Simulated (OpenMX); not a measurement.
Here is an OpenMX 3.8.5 calculation.

CuO.dat

```
System.CurrrentDirectory             ./
System.Name                          CuO
DATA.PATH                            ./DFT_DATA13
level.of.stdout                      1
level.of.fileout                     0
Species.Number                       2
<Definition.of.Atomic.Species
  Cu  Cu6.0H-s2p2d1          Cu_PBE13H
  O   O6.0-s2p2              O_PBE13
Definition.of.Atomic.Species>

Atoms.Number                         2
Atoms.SpeciesAndCoordinates.Unit     FRAC
<Atoms.SpeciesAndCoordinates
    1  Cu    0.0294977200    0.0281008700    0.9080259900   9.500  9.500
    2  O     0.4872064316    0.4718991300    0.5919740100   3.000  3.000
Atoms.SpeciesAndCoordinates>

Atoms.UnitVectors.Unit               Ang
<Atoms.UnitVectors
     0.0000000000    2.1165600000    2.1165600000
     2.1165600000    0.0000000000    2.1165600000
     2.1165600000    2.1165600000    0.0000000000
Atoms.UnitVectors>

scf.XcType                           GGA-PBE
scf.SpinPolarization                 off
scf.ElectronicTemperature            580.226
scf.energycutoff                     700.0
scf.maxIter                          100
scf.EigenvalueSolver                 band
scf.Kgrid                            9 9 9
scf.Mixing.Type                      rmm-diisk
scf.Init.Mixing.Weight               0.05
scf.Min.Mixing.Weight                0.001
scf.Max.Mixing.Weight                0.3
scf.Mixing.History                   25
scf.Mixing.StartPulay                8
scf.criterion                        1.0e-8
MD.Type                              nomd
scf.fixed.grid                       0.000000000000 0.000000000000 0.000000000000
```

Potentials or basis: OpenMX 2013 PBE set, Cu6.0H-s2p2d1, O6.0-s2p2, grid cutoff 700 Ry.

Launch:

```console
$ openmx CuO.dat -nt 1 > CuO.std
```

**Question.** What does it give for the largest force?

**Answer.** 1.960 eV/Å.

**Question.** Predict the band gap on the k mesh.

**Answer.** None (metal or under the smearing width).

Forces on the atoms (eV/Å):
```
Cu   1.108  1.470 -0.647
O   -1.098 -1.497  0.630
```

Caveat: the basis of atomic orbitals isn't converged, which shifts pressures, moduli and gaps; an odd number of electrons without spin polarisation forces a metal; a magnetic or distorted state may lie lower; the run has no spin polarisation, though such a crystal can be magnetic; semilocal functionals often make such compounds metallic where correlation or magnetic order opens a gap, which also shifts bond lengths.
